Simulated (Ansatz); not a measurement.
Runs of Ansatz 0.2.0 on CuO. The structure is orthorhombic, space group Cccm (No. 66). Conventional cell: a = 3.982 Å, b = 4.307 Å, c = 5.156 Å, α = 90.00°, β = 90.00°, γ = 90.00°. Cu (site symmetry 2/m) is surrounded by 4 O at 1.95 Å. O (site symmetry 222) is surrounded by 4 Cu at 1.95 Å. Measurements of this composition are mostly on another form, of space group No. 15.

| level | U | gap on the mesh (eV) | pressure (GPa) |
| --- | --- | --- | --- |
| PBEsol+U | Cu d U = 6 eV | none | -2.7 |
| PBEsol+U | Cu d U = 2 eV | none | (a) |
| PBEsol | - | none | -6.0 |
| PBEsol+U | Cu d U = 8 eV | none | (b) |
| PBEsol+U | Cu d U = 4 eV | none | -3.9 |

Alike in all rows: task density of states; potentials or basis all-electron LAPW, scalar-relativistic; no spin polarisation; cell as given; k mesh 9 × 9 × 5; cutoff (eV) 406; smearing fermi-dirac 0.05 eV; basis error allowed 0.002 eV/atom.

Q: Fill in the values left out.

A: (a) -5.1; (b) -1.2.

Caveats: the run has no spin polarisation, though such a crystal can be magnetic; the density of states is complete only up to the lowest level of the last band computed; U is the effective U less J, on atomic orbitals that reach past the spheres (some runs); U without spin polarisation on a metal has little footing (some runs); semilocal functionals often make such compounds metallic where correlation or magnetic order opens a gap, which also shifts bond lengths (some runs).

A gap of «none» marks a metal or a gap under the smearing width.
